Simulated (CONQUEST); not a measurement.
## GaN: single point with PBE

GaN:

```xyz
8
Lattice="3.1800 0.0000 0.0000 0.0000 5.1660 0.0000 0.0000 0.0000 5.5079" Properties=species:S:1:pos:R:3 pbc="T T T"
Ga    1.5861    2.5776    4.6210
Ga    3.1761    2.5776    1.8670
Ga    1.5796    0.0547    0.9528
Ga    3.1696    0.0547    3.7068
N     0.0236    4.5264    1.8458
N     1.6136    4.5264    4.5998
N     1.5449    1.9332    0.9204
N     3.1349    1.9332    3.6743
```

The cell isn't the ideal one: atoms moved at random, drawn with an rms of 0.05 Å.

```json
{"Program": "CONQUEST 1.3", "Task": "single point", "Functional": "PBE", "Potentials or basis": "PseudoDojo NC PBE, DZP, multi-site functions of range 8 bohr, grid cutoff 150 Ha", "k mesh": "5 × 4 × 3", "Occupations": "fermi-dirac, width 0.05 eV", "Spin": "no spin polarisation"}
```

```yaml
Pressure: 12.8 GPa
Largest_force: 1.681 eV/Å
Band_gap_on_the_k_mesh: 2.00 eV
Mulliken_charges: Ga +1.43, +1.40; N -1.38, -1.45 e
```

Forces on the atoms (eV/Å):
```
Ga  -0.465  0.534 -0.368
Ga  -0.465  0.534 -0.368
Ga   0.429 -1.593 -0.323
Ga   0.429 -1.593 -0.323
N   -0.508  0.223  0.327
N   -0.508  0.223  0.327
N    0.542  0.841  0.375
N    0.542  0.841  0.375
```

Stress tensor (GPa, compression positive):
```
10.63 -0.12 -2.62
-0.13 17.22 -1.27
-2.62 -1.26 10.66
```

Wall time 3.6 min on 1 thread of Intel(R) Xeon(R) Platinum 8375C CPU @ 2.90GHz (Ice Lake), on a shared host, peak memory 1.9 GiB.

Caveat: Mulliken charges move with the basis; multi-site functions contract the basis, which raises the energy a little and makes forces and stress less exact; an odd mesh through Γ misses points on the zone boundary, where band edges often lie; the basis of atomic orbitals isn't converged, which shifts pressures, moduli and gaps.
